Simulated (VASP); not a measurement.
GaCo, 2 atoms in the cell. Symmetry: Pm-3m, No. 221, cubic system. The conventional cell has a = 2.883 Å, b = 2.883 Å, c = 2.883 Å, α = 90.00°, β = 90.00°, γ = 90.00°. Around Ga (site symmetry m-3m) lie 8 Co at 2.50 Å. Around Co (site symmetry m-3m) lie 8 Ga at 2.50 Å. 

```yaml
Program: VASP 6.6.1
Task: single point
Functional: PBEsol
Potentials_or_basis: VASP PAW PBE potentials, release 64 (Ga_d, Co)
Cutoff: 520 eV
k_mesh: 6 × 6 × 6
Occupations: gaussian, width 0.1 eV
Spin: collinear spin, typed start
Starting_moments: "[0.0, 3.0] μB"
Dipole_correction: no
Further_INCAR_settings: ALGO = Fast; EDIFF = 1e-06; NBANDS = 22
```

Potentials or basis: VASP PAW PBE potentials, release 64 (Ga_d, Co).

The run is started by

```bash
$ cat potpaw_PBE.64/Ga_d/POTCAR potpaw_PBE.64/Co/POTCAR > POTCAR
$ mpirun -np 1 vasp_std > vasp.out
```

Hardware: 1 thread of Intel(R) Xeon(R) 6975P-C (Granite Rapids), on a shared host.

Estimate the wall time of this run.

Run time: 22 s on 1 thread of Intel(R) Xeon(R) 6975P-C (Granite Rapids), on a shared host, peak memory 0.15 GiB. Counts: scf iterations 30, k points 20.
